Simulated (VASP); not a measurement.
# CuI: optical spectrum of independent particles, by functional and spin-orbit coupling

CuI, P-3m1 (no. 164), 4 atoms in the cell.

| Functional | Spin-orbit coupling | ε at zero frequency, electronic | Mean energy of the absorption, weighted by Im ε (eV) | Refractive index at 1064 nm | Direct gap on the mesh (eV) | Time (s) |
|---|---|---|---|---|---|---|
| PBE | no | 6.26 | 6.48 | 2.58 | 1.68 | 25 |
| LDA | no | 6.57 | 6.34 | 2.67 | 1.50 | 21 |
| PBEsol | no | 6.46 | 6.40 | 2.64 | 1.57 | 30 |
| r2SCAN | no | 5.53 | 6.94 | 2.40 | 2.13 | 114 |
| AM05 | no | 6.27 | 6.47 | 2.58 | 1.67 | 33 |
| PBE | yes | 6.35 | 6.44 | 2.62 | 1.44 | 139 |

Limits: The 6×6×4 mesh is coarse for a spectrum: peaks stand apart that a denser mesh merges, and ε at zero frequency can be far too high; rows 1, 2, 3, 4, 5: spin-orbit coupling is left out, which can matter with atoms this heavy; the pull between electron and hole is left out; the onset follows the functional's gap, which semilocal functionals usually make too small.

## Input of the first row

INCAR:
```
SYSTEM = CuI
ALGO = Normal ; CSHIFT = 0.1
EDIFF = 1E-7 ; ENCUT = 340
GGA = PE ; ISMEAR = 0
KPAR = 4 ; LASPH = .TRUE.
LCHARG = .FALSE. ; LOPTICS = .TRUE.
LWAVE = .TRUE. ; NBANDS = 42
NEDOS = 2000 ; PREC = Accurate
SIGMA = 0.02
```

KPOINTS:
```
k-points
0
Gamma
  6 6 4
```

POSCAR:
```
CuI
1.0
    4.1286179350      0.0000000000      0.0000000000
   -2.0643089675      3.5754880142      0.0000000000
    0.0000000000      0.0000000000      7.4781060413
I Cu
2 2
Direct
    0.6666666667      0.3333333333      0.2452517500
    0.3333333333      0.6666666667      0.7547482500
    0.3333333333      0.6666666667      0.4100475600
    0.6666666667      0.3333333333      0.5899524400
```

Commands:
```
cat potpaw_PBE.64/I/POTCAR potpaw_PBE.64/Cu/POTCAR > POTCAR
mpirun -np 4 vasp_std > vasp.out
```

Changes of the last row against the first:
```
- NBANDS = 42
+ NBANDS = 84
+ LSORBIT = True
+ MAGMOM = 12*0
+ GGA_COMPAT = False
- vasp_std
+ vasp_ncl
```

VASP 6.6.1 took 25 s on 4 cores (AMD EPYC 9R45 (Zen 5)), a shared host.
